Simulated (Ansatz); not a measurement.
## Al2O3 (Immm) at 4 levels of theory

One geometry, relaxed with PBE; plane waves with PAW potentials in Ansatz, scalar-relativistic. No spin polarisation. Gaps are the least over mesh and band path; pressure is positive in compression, and isn't given for hybrids.

```cif
data_structure
_symmetry_space_group_name_H-M 'Immm'
_symmetry_Int_Tables_number 71
_cell_length_a 2.7991
_cell_length_b 3.7366
_cell_length_c 8.8039
_cell_angle_alpha 90.000
_cell_angle_beta 90.000
_cell_angle_gamma 90.000
_cell_volume 92.08
loop_
_atom_site_label
_atom_site_type_symbol
_atom_site_symmetry_multiplicity
_atom_site_Wyckoff_symbol
_atom_site_fract_x
_atom_site_fract_y
_atom_site_fract_z
_atom_site_occupancy
Al1 Al 4 i 0.00000 0.00000 0.65547 1
O1 O 2 d 0.00000 0.50000 0.00000 1
O2 O 4 j 0.00000 0.50000 0.69638 1
```

```csv
level,cutoff (eV),k mesh,gap (eV),pressure (GPa)
PBE,420,10×10×10,5.20,0.0
r2SCAN,500,10×10×10,6.07,-7.1
HSE06,420,8×8×8,7.03,-
LDA,420,10×10×10,5.13,-11.2
```

The structure comes from a generated guess; another structure or a mixture of phases may lie lower.
